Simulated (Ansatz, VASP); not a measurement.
**One calculation of Ge, two programs**

```
Ge
1.0
     0.00000    2.86624    2.81742
     2.86624    0.00000    2.81742
     2.86624    2.86624    0.00000
Ge
2
Direct
  0.00000 0.00000 0.00000
  0.25000 0.25000 0.25000
```

Change from the starting cell: strained cell.

Alike in both runs: functional PBEsol; k mesh 10 × 10 × 10; occupations gaussian, width 0.1 eV; no spin polarisation.

Ansatz relaxed the structure, and its values are those at the end. VASP's run is a single point on that final structure, the one shown.

|  | VASP | Ansatz |
| --- | --- | --- |
| version | VASP 6.6.1 | Ansatz 0.2.0 |
| potentials or method | VASP PAW PBE potentials, release 64 (Ge_d) | scalar-relativistic, plane waves, PAW |
| plane-wave cutoff (eV) | 520 | 600 |
| valence electrons in the cell | 28 | 28 |

```tsv
	VASP	Ansatz	Ansatz less VASP
gap on the k mesh at the Fermi level (eV)	0.09	0.09	-0.006
least direct gap on the mesh (eV)	0.13	0.13	0.000
pressure (GPa)	-0.9	-0.8	+0.10
```

Ansatz warned: «stress_scf_threshold_loose».

Caveats: the PAW data sets were made with another functional, which shifts forces and pressure a little (VASP).
